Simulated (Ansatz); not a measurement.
# SiC, one cell by several methods

```xyz
4
Lattice="3.0760 0.0308 0.0308 -1.5114 2.6485 0.0113 0.0505 0.0505 5.0480" Properties=species:S:1:pos:R:3 pbc="T T T"
Si    0.0178    1.7759    0.0178
Si    1.5721    0.9286    2.5483
C     0.0372    1.7954    1.9612
C     1.5916    0.9480    4.4917
```

Atoms are numbered in the order listed.

Conventional cell: a = 3.049 Å, b = 3.076 Å, c = 5.049 Å, α = 91.15°, β = 90.43°, γ = 119.13°. Si (atom 1) is surrounded by 4 C at 1.85 to 1.94 Å. Si (atom 2) is surrounded by 4 C at 1.86 to 1.94 Å. Around C (atom 3) lie 4 Si at 1.86 to 1.94 Å. C (atom 4) is surrounded by 4 Si at 1.85 to 1.94 Å.

The cell comes from COD entry 9008875, which wasn't checked; take it as a given geometry. The listed cell was then made from it by scaling, straining or moving an atom.

Methods: DFT, PBEsol, PAW with Ansatz's default frozen-core files, scalar-relativistic (Ansatz 0.2.0); DFT, PBEsol, all-electron LAPW, scalar-relativistic (Ansatz 0.2.0).

For PAW: a Γ-centred 15×15×8 k mesh, Fermi–Dirac smearing of 0.08 eV, cutoff 420 eV, no spin polarisation; the PAW files were made with PBE, and the program remakes their frozen cores for this functional. LAPW targets a basis error of 1 meV/atom. The Ansatz runs share mesh, smearing and spin set-up. Plane-wave (PAW) pressures include the program's estimate of the Pulay term.

Stress and pressure are positive in compression.

The change that made this cell: equal xy, yz and zx engineering shear strains of +2 %.

PAW results:

```tsv
quantity	PAW
pressure (GPa)	0.40
stress xx (GPa)	2.05
stress yy (GPa)	2.07
stress zz (GPa)	-2.90
stress yz (GPa)	-3.33
stress xz (GPa)	-3.33
stress xy (GPa)	-4.85
force on Si1, z (eV/Å)	0.764
force on Si2, z (eV/Å)	0.747
force on C3, z (eV/Å)	-0.746
force on C4, z (eV/Å)	-0.765
band gap (eV)	2.149
```

Q: What does all-electron LAPW give for the same quantities?

A: 
```tsv
quantity	LAPW
pressure (GPa)	0.35
stress xx (GPa)	1.98
stress yy (GPa)	2.00
stress zz (GPa)	-2.92
stress yz (GPa)	-3.33
stress xz (GPa)	-3.33
stress xy (GPa)	-4.84
force on Si1, z (eV/Å)	0.762
force on Si2, z (eV/Å)	0.746
force on C3, z (eV/Å)	-0.745
force on C4, z (eV/Å)	-0.763
band gap (eV)	2.149
```
